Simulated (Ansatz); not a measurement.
**AlGa3As4: the cell at several levels of theory**

Cell and atoms of AlGa3As4, ordered on the zincblende lattice (R3m) with 8 atoms a cell are relaxed in turn with PBE and r2SCAN. This is a trial cell built on a prototype, not taken from a measured structure, and it needn't be the compound's ground state.

Code: Ansatz 0.2.0. PAW datasets, plane waves, zero pressure. Computed, not measured; no magnetism was allowed, and the structure may never have been made.

### 1 Starting point

This is the cell as the run starts from it, not yet at rest; its lengths are not the crystal's.

The symmetry is R3m (No. 160, trigonal); conventional cell a = 3.870 Å, c = 37.915 Å, 20.49 Å³ an atom. Al has 4 As at 2.37 Å; Ga has 4 As at 2.37 Å; As has 3 Al at 2.37 Å and 1 Ga at 2.37 Å.

Structure file:

```cif
data_structure
_symmetry_space_group_name_H-M 'R3m:H'
_symmetry_Int_Tables_number 160
_cell_length_a 3.8697
_cell_length_b 3.8697
_cell_length_c 37.9152
_cell_angle_alpha 90.000
_cell_angle_beta 90.000
_cell_angle_gamma 120.000
_cell_volume 491.70
loop_
_atom_site_label
_atom_site_type_symbol
_atom_site_symmetry_multiplicity
_atom_site_Wyckoff_symbol
_atom_site_fract_x
_atom_site_fract_y
_atom_site_fract_z
_atom_site_occupancy
Al1 Al 3 a 0.00000 0.00000 0.00000 1
Ga1 Ga 3 a 0.00000 0.00000 0.25000 1
Ga2 Ga 3 a 0.33333 0.66667 0.16667 1
Ga3 Ga 3 a 0.66667 0.33333 0.08333 1
As1 As 3 a 0.00000 0.00000 0.31250 1
As2 As 3 a 0.33333 0.66667 0.22917 1
As3 As 3 a 0.66667 0.33333 0.14583 1
As4 As 3 a 0.00000 0.00000 0.06250 1
```

### 2 Relaxation with PBE

Input file input.yaml:

```yaml
crystal:
  lattice:
    - [1.9348519478, 1.1170872929, 12.6384]
    - [-1.9348519478, 1.1170872929, 12.6384]
    - [0.0, -2.2341745858, 12.6384]
  atoms:
    - { symbol: Al, position: [1.0, 0.0, 0.0] }
    - { symbol: Ga, position: [0.25, 0.25, 0.25] }
    - { symbol: Ga, position: [0.5, 0.5, 0.5] }
    - { symbol: Ga, position: [0.75, 0.75, 0.75] }
    - { symbol: As, position: [0.3125, 0.3125, 0.3125] }
    - { symbol: As, position: [0.5625, 0.5625, 0.5625] }
    - { symbol: As, position: [0.8125, 0.8125, 0.8125] }
    - { symbol: As, position: [0.0625, 0.0625, 0.0625] }
kpoints:
  mp_grid: { grid: [8, 8, 8] }
hamiltonian:
  xc: pbe
scf:
  occupations: { method: fermi_dirac, width: 0.02 }
relax:
  f_tol: 0.005
  cell: {}
output:
  write_density: true
  write_potential: true
  elf: true
  volumetric_format: npy
```

Command:

```sh
$ ansatz run input.yaml --threads 2 --pin off --max-ram 29491MiB --backend cpu --events-out ev --progress --plain --runs-dir out
```

After this run come: Relaxation with r2SCAN.

Q: Predict the outcome of this session. Wanted: for each run, a; c; volume; space group; SCF geometries.

The runs gave:

| level | a (Å) | c (Å) | volume (Å³/atom) | space group | SCF geometries |
| --- | --- | --- | --- | --- | --- |
| PBE | 4.060 | 39.763 | 23.654 | R3m | 7 |
| r2SCAN | 4.011 | 39.251 | 22.789 | R3m | 5 |

What this shows: The first relaxation changed the volume by +15.5 % from the start. r2SCAN gives the smallest cell and PBE the largest; they differ by 3.8 % in volume, a mean of 1.3 % in length. The meshes differ: PBE 8×8×8, r2SCAN 6×6×6.
